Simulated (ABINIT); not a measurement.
# CsSnI3 (Pm-3m) in ABINIT: further runs

One crystal, CsSnI3, is run at these levels: LDA; tasks: relaxation of cell and atoms, single point.

Everything below comes from runs of ABINIT 10.8.3 (patched build). Logs are shortened: lines on timing, memory, paths and dates and some standing lists are left out, and cuts for length are marked. The log counts tension as positive stress, the text compression.

## (1) The crystal as given

It takes space group Pm-3m (No. 221, cubic). Conventional cell: a = 6.206 Å, b = 6.206 Å, c = 6.206 Å, α = 90.00°, β = 90.00°, γ = 90.00°. Cs (site symmetry m-3m) has 12 I at 4.39 Å as nearest neighbours. I (site symmetry 4/mmm) is surrounded by 2 Sn at 3.10 Å. Sn (site symmetry m-3m) is surrounded by 6 I at 3.10 Å.

## (2) Relaxation of cell and atoms, LDA

File run.abi:

```
# Pseudopotentials
pp_dirpath "./"
pseudos "Cs.upf, I.upf, Sn.upf"

# Structure
acell 3*1.0 Angstrom
rprim
     6.2057000000     0.0000000000     0.0000000000
     0.0000000000     6.2057000000     0.0000000000
     0.0000000000     0.0000000000     6.2057000000
ntypat 3
znucl 55 53 50
natom 5
typat 1 2 2 2 3
chkprim 0
chksymtnons 0
tolsym 1.0e-6
xred
            0.0            0.0            0.0
            1/2            1/2            0.0
            1/2            0.0            1/2
            0.0            1/2            1/2
            1/2            1/2            1/2

# Plane-wave basis
ecut 36.0
ecutsm 0.5

# k points
kptopt 1
ngkpt 4 4 4
nshiftk 1
shiftk 0.0 0.0 0.0

# Exchange and correlation
ixc 7

# Bands and occupations
nband 27
occopt 3
tsmear 0.05 eV

# SCF cycle
nstep 80
tolvrs 1.0e-12

# Output
iomode 3
prteig 0
prtebands 0
prtwf 0
prtden 0

# Relaxation
ionmov 2
optcell 2
ntime 50
tolmxf 2.0e-5
dilatmx 1.08
```

Potentials or basis: PseudoDojo NC SR LDA v0.4.1 standard.

The run is started by

```bash
abinit run.abi > log 2>&1
```

run.abo:

```text
.Version 10.8.3 of ABINIT
 Symmetries : space group Pm -3 m (#221); Bravais cP (primitive cubic)
================================================================================
 Values of the parameters that define the memory need of the present run
     intxc =       0    ionmov =       2      iscf =       7    lmnmax =       8
     lnmax =       8     mgfft =      72  mpssoang =       4    mqgrid =    3421
     natom =       5  nloc_mem =       1    nspden =       1   nspinor =       1
    nsppol =       1      nsym =      48    n1xccc =    2501    ntypat =       3
    occopt =       3   xclevel =       1
       mpw =       20964          nfft =      373248          nkpt =          10
================================================================================
================================================================================

--------------------------------------------------------------------------------
------------- Echo of variables that govern the present computation ------------
--------------------------------------------------------------------------------
 -outvars: echo values of preprocessed input variables --------
            acell      1.8897261259E+00  1.8897261259E+00  1.8897261259E+00 Bohr
              amu      1.32905430E+02  1.26904470E+02  1.18710000E+02
          chkprim           0
      chksymtnons           0
          dilatmx      1.08000000E+00
             ecut      3.60000000E+01 Hartree
           ecutsm      5.00000000E-01 Hartree
           ionmov           2
              ixc           7
         kptrlatt        4    0    0      0    4    0      0    0    4
          kptrlen      4.69082937E+01
            natom           5
            nband          27
            ngfft          72      72      72
             nkpt          10
            nstep          80
             nsym          48
            ntime          50
           ntypat           3
           occopt           3
          optcell           2
           prtden           0
        prtebands           0
           prteig           0
            prtwf           0
            rprim      6.2057000000E+00  0.0000000000E+00  0.0000000000E+00
                       0.0000000000E+00  6.2057000000E+00  0.0000000000E+00
                       0.0000000000E+00  0.0000000000E+00  6.2057000000E+00
          spgroup         221
           tolmxf      2.00000000E-05
           tolsym      1.00000000E-06
           tolvrs      1.00000000E-12
           tsmear      1.83746611E-03 Hartree
            typat      1  2  2  2  3
           xangst      0.0000000000E+00  0.0000000000E+00  0.0000000000E+00
                       3.1028500000E+00  3.1028500000E+00  0.0000000000E+00
                       3.1028500000E+00  0.0000000000E+00  3.1028500000E+00
                       0.0000000000E+00  3.1028500000E+00  3.1028500000E+00
                       3.1028500000E+00  3.1028500000E+00  3.1028500000E+00
            xcart      0.0000000000E+00  0.0000000000E+00  0.0000000000E+00
                       5.8635367098E+00  5.8635367098E+00  0.0000000000E+00
                       5.8635367098E+00  0.0000000000E+00  5.8635367098E+00
                       0.0000000000E+00  5.8635367098E+00  5.8635367098E+00
                       5.8635367098E+00  5.8635367098E+00  5.8635367098E+00
             xred      0.0000000000E+00  0.0000000000E+00  0.0000000000E+00
                       5.0000000000E-01  5.0000000000E-01  0.0000000000E+00
                       5.0000000000E-01  0.0000000000E+00  5.0000000000E-01
                       0.0000000000E+00  5.0000000000E-01  5.0000000000E-01
                       5.0000000000E-01  5.0000000000E-01  5.0000000000E-01
            znucl       55.00000   53.00000   50.00000

================================================================================

 chkinp: Checking input parameters for consistency.

================================================================================
== DATASET  1 ==================================================================

--- !DatasetInfo
iteration_state: {dtset: 1, }
dimensions: {natom: 5, nkpt: 10, mband: 27, nsppol: 1, nspinor: 1, nspden: 1, mpw: 20964, }
cutoff_energies: {ecut:  36.0, pawecutdg:  -1.0, }
electrons: {nelect:   4.40000000E+01, charge:   0.00000000E+00, occopt:   3.00000000E+00, tsmear:   1.83746611E-03, }
meta: {optdriver: 0, ionmov: 2, optcell: 2, iscf: 7, paral_kgb: 0, }
...

 Exchange-correlation functional for the present dataset will be:
  LDA: Perdew-Wang 92 LSD fit to Ceperley-Alder data - ixc=7
  J.P.Perdew and Y.Wang, PRB 45, 13244 (1992)

 Real(R)+Recip(G) space primitive vectors, cartesian coordinates (Bohr,Bohr^-1):
 R(1)= 11.7270734  0.0000000  0.0000000  G(1)=  0.0852728  0.0000000  0.0000000
 R(2)=  0.0000000 11.7270734  0.0000000  G(2)=  0.0000000  0.0852728  0.0000000
 R(3)=  0.0000000  0.0000000 11.7270734  G(3)=  0.0000000  0.0000000  0.0852728
 Unit cell volume ucvol=  1.6127570E+03 bohr^3
 Angles (23,13,12)=  9.00000000E+01  9.00000000E+01  9.00000000E+01 degrees

 getcut: wavevector=  0.0000  0.0000  0.0000  ngfft=  72  72  72
         ecut(hartree)=     41.990   => boxcut(ratio)=   2.10476

--- Pseudopotential description ------------------------------------------------
- pspini: atom type   1  psp file is ./Cs.upf
  55.00000   9.00000  201201                  znucl, zion, pspdat
12 -1012 3 -1 2328                            pspcod,pspxc,lmax,lloc,mmax
     nproj     2     2     2     2

- pspini: atom type   2  psp file is ./I.upf
  53.00000   7.00000  180309                  znucl, zion, pspdat
12 -1012 2 -1 1182                            pspcod,pspxc,lmax,lloc,mmax
     nproj     2     2     2     0

- pspini: atom type   3  psp file is ./Sn.upf
  50.00000  14.00000  180309                  znucl, zion, pspdat
12 -1012 2 -1 1608                            pspcod,pspxc,lmax,lloc,mmax
     nproj     2     2     2     0

   4.65207729E+03                                ecore*ucvol(ha*bohr**3)
--------------------------------------------------------------------------------

================================================================================

=== [ionmov= 2] Broyden-Fletcher-Goldfarb-Shanno method (forces)
================================================================================

--- Iteration: ( 1/50) Internal Cycle: (1/1)
--------------------------------------------------------------------------------

---SELF-CONSISTENT-FIELD CONVERGENCE--------------------------------------------

--- !BeginCycle
iteration_state: {dtset: 1, itime: 1, icycle: 1, }
solver: {iscf: 7, nstep: 80, nline: 4, wfoptalg: 0, }
tolerances: {tolvrs: 1.00E-12, }
...
[... 584 lines left out ...]
  1.14368364309455E+01  0.00000000000000E+00  0.00000000000000E+00
  0.00000000000000E+00  1.14368364309455E+01  0.00000000000000E+00
  0.00000000000000E+00  0.00000000000000E+00  1.14368364309455E+01
 Unitary Cell Volume (ucvol) [Bohr^3]=  1.49595224443568E+03
 Angles (23,13,12)= [degrees]
  9.00000000000000E+01  9.00000000000000E+01  9.00000000000000E+01
 Lengths [Bohr]
  1.14368364309455E+01  1.14368364309455E+01  1.14368364309455E+01
 Stress tensor in cartesian coordinates (strten) [Ha/bohr^3]
  9.40342476628275E-09  0.00000000000000E+00  0.00000000000000E+00
  0.00000000000000E+00  9.40342476498171E-09  0.00000000000000E+00
  0.00000000000000E+00  0.00000000000000E+00  9.40342476541539E-09
 Total energy (etotal) [Ha]= -1.41226002212260E+02

 Difference of energy with previous step (new-old):
           Absolute (Ha)=-3.47364E-07
           Relative     =-2.45963E-09

 At Broyd/MD step   5, gradients are converged :
  max grad (force/stress) = 9.4034E-07 < tolmxf= 2.0000E-05 ha/bohr (free atoms)

================================================================================

 ----iterations are completed or convergence reached----

 Mean square residual over all n,k,spin=   39.514E-11; max=  56.609E-09
 reduced coordinates (array xred) for    5 atoms
       0.000000000000      0.000000000000      0.000000000000
       0.500000000000      0.500000000000      0.000000000000
       0.500000000000      0.000000000000      0.500000000000
       0.000000000000      0.500000000000      0.500000000000
       0.500000000000      0.500000000000      0.500000000000
 rms dE/dt=  0.0000E+00; max dE/dt=  0.0000E+00; dE/dt below (all hartree)
    1       0.000000000000      0.000000000000      0.000000000000
    2       0.000000000000      0.000000000000      0.000000000000
    3       0.000000000000      0.000000000000      0.000000000000
    4       0.000000000000      0.000000000000      0.000000000000
    5       0.000000000000      0.000000000000      0.000000000000

 cartesian coordinates (angstrom) at end:
    1      0.00000000000000     0.00000000000000     0.00000000000000
    2      3.02605659998788     3.02605659998788     0.00000000000000
    3      3.02605659998788     0.00000000000000     3.02605659998788
    4      0.00000000000000     3.02605659998788     3.02605659998788
    5      3.02605659998788     3.02605659998788     3.02605659998788

 cartesian forces (hartree/bohr) at end:
    1     -0.00000000000000    -0.00000000000000    -0.00000000000000
    2     -0.00000000000000    -0.00000000000000    -0.00000000000000
    3     -0.00000000000000    -0.00000000000000    -0.00000000000000
    4     -0.00000000000000    -0.00000000000000    -0.00000000000000
    5     -0.00000000000000    -0.00000000000000    -0.00000000000000
 frms,max,avg= 0.0000000E+00 0.0000000E+00   0.000E+00  0.000E+00  0.000E+00 h/b

 cartesian forces (eV/Angstrom) at end:
    1     -0.00000000000000    -0.00000000000000    -0.00000000000000
    2     -0.00000000000000    -0.00000000000000    -0.00000000000000
    3     -0.00000000000000    -0.00000000000000    -0.00000000000000
    4     -0.00000000000000    -0.00000000000000    -0.00000000000000
    5     -0.00000000000000    -0.00000000000000    -0.00000000000000
 frms,max,avg= 0.0000000E+00 0.0000000E+00   0.000E+00  0.000E+00  0.000E+00 e/A
 length scales= 11.436836430946 11.436836430946 11.436836430946 bohr
              =  6.052113199976  6.052113199976  6.052113199976 angstroms
 Fermi (or HOMO) energy (hartree) =   0.11011   Average Vxc (hartree)=  -0.30479
 Eigenvalues (hartree) for nkpt=  10  k points:
 kpt#   1, nband= 27, wtk=  0.01563, kpt=  0.0000  0.0000  0.0000 (reduced coord)
  -0.71548   -0.70406   -0.70406   -0.70274   -0.70274   -0.70274   -0.39965   -0.36686
  -0.36686   -0.22809   -0.22809   -0.22809   -0.12796   -0.08387   -0.08387   -0.08387
   0.01282    0.01282    0.01282    0.02036    0.02036    0.02036    0.17206    0.20422
   0.20422    0.21922    0.21922
      occupation numbers for kpt#   1
   2.00000    2.00000    2.00000    2.00000    2.00000    2.00000    2.00000    2.00000
   2.00000    2.00000    2.00000    2.00000    2.00000    2.00000    2.00000    2.00000
   2.00000    2.00000    2.00000    2.00000    2.00000    2.00000    0.00000    0.00000
   0.00000    0.00000    0.00000
 prteigrs : prtvol=0 or 1, do not print more k-points.

--- !EnergyTerms
iteration_state     : {dtset: 1, itime: 5, icycle: 1, }
comment             : Components of total free energy in Hartree
kinetic             :  6.14868559362212E+01
hartree             :  3.70942568886400E+01
xc                  : -4.04965983130725E+01
Ewald energy        : -8.10086194481008E+01
psp_core            :  3.10977660587703E+00
local_psp           : -1.08612986758736E+02
non_local_psp       : -1.27985565073858E+01
internal            : -1.41225871596557E+02
'-kT*entropy'       : -1.30615703479908E-04
total_energy        : -1.41226002212260E+02
total_energy_eV     : -3.84295529417358E+03
band_energy         : -1.25575027771633E+01
...

 Cartesian components of stress tensor (hartree/bohr^3)
  sigma(1 1)=  9.40342477E-09  sigma(3 2)=  0.00000000E+00
  sigma(2 2)=  9.40342476E-09  sigma(3 1)=  0.00000000E+00
  sigma(3 3)=  9.40342477E-09  sigma(2 1)=  0.00000000E+00

-Cartesian components of stress tensor (GPa)         [Pressure= -2.7666E-04 GPa]
- sigma(1 1)=  2.76658308E-04  sigma(3 2)=  0.00000000E+00
- sigma(2 2)=  2.76658308E-04  sigma(3 1)=  0.00000000E+00
- sigma(3 3)=  2.76658308E-04  sigma(2 1)=  0.00000000E+00

== END DATASET(S) ==============================================================
================================================================================

 -outvars: echo values of variables after computation  --------
            acell      1.1436836431E+01  1.1436836431E+01  1.1436836431E+01 Bohr
           etotal     -1.4122600221E+02
            fcart     -0.0000000000E+00 -0.0000000000E+00 -0.0000000000E+00
                      -0.0000000000E+00 -0.0000000000E+00 -0.0000000000E+00
                      -0.0000000000E+00 -0.0000000000E+00 -0.0000000000E+00
                      -0.0000000000E+00 -0.0000000000E+00 -0.0000000000E+00
                      -0.0000000000E+00 -0.0000000000E+00 -0.0000000000E+00
           strten      9.4034247663E-09  9.4034247650E-09  9.4034247654E-09
                       0.0000000000E+00  0.0000000000E+00  0.0000000000E+00
           xangst      0.0000000000E+00  0.0000000000E+00  0.0000000000E+00
                       3.0260566000E+00  3.0260566000E+00  0.0000000000E+00
                       3.0260566000E+00  0.0000000000E+00  3.0260566000E+00
                       0.0000000000E+00  3.0260566000E+00  3.0260566000E+00
                       3.0260566000E+00  3.0260566000E+00  3.0260566000E+00
             xred      0.0000000000E+00  0.0000000000E+00  0.0000000000E+00
                       5.0000000000E-01  5.0000000000E-01  0.0000000000E+00
                       5.0000000000E-01  0.0000000000E+00  5.0000000000E-01
                       0.0000000000E+00  5.0000000000E-01  5.0000000000E-01
                       5.0000000000E-01  5.0000000000E-01  5.0000000000E-01
 Calculation completed.
```

Wall time 15 min (1 thread of Intel Xeon 6975P-C (Granite Rapids), shared host); peak memory 0.22 GiB.

What came out:

```
Free energy                            : -3842.9553 eV
Relaxed volume                         : 44.34 Å³/atom
Relaxed cell                           : a = 6.052 Å, b = 6.052 Å, c = 6.052 Å, α = 90.00°, β = 90.00°, γ = 90.00°
Space group after relaxing (to 0.05 Å) : Pm-3m (No. 221)
Energy gained by relaxing              : 14.6 meV/atom
Ionic steps                            : 5
Pressure after relaxing                : 0.0 GPa
Band gap on the k mesh                 : none (metal or under the smearing width)
```

The path:
```csv
step,energy change (eV),largest force (eV/Å),pressure (GPa),volume (Å³)
1,0.0000,0.0000,-1.27,238.99
2,-0.0072,0.0000,-1.21,238.06
3,-0.0727,0.0000,0.12,220.35
4,-0.0732,0.0000,-0.02,221.86
5,-0.0732,0.0000,0.00,221.68
```

Final structure:
```
Cs I Sn
1.0
     6.05211    0.00000    0.00000
     0.00000    6.05211    0.00000
     0.00000    0.00000    6.05211
Cs I Sn
1 3 1
Direct
  0.00000 0.00000 0.00000
  0.50000 0.50000 0.00000
  0.50000 0.00000 0.50000
  0.00000 0.50000 0.50000
  0.50000 0.50000 0.50000
```

The run has no spin-orbit coupling, so splittings on Cs, I are missing. LDA usually gives volumes a few per cent too small.

[end of part 1 of 2]
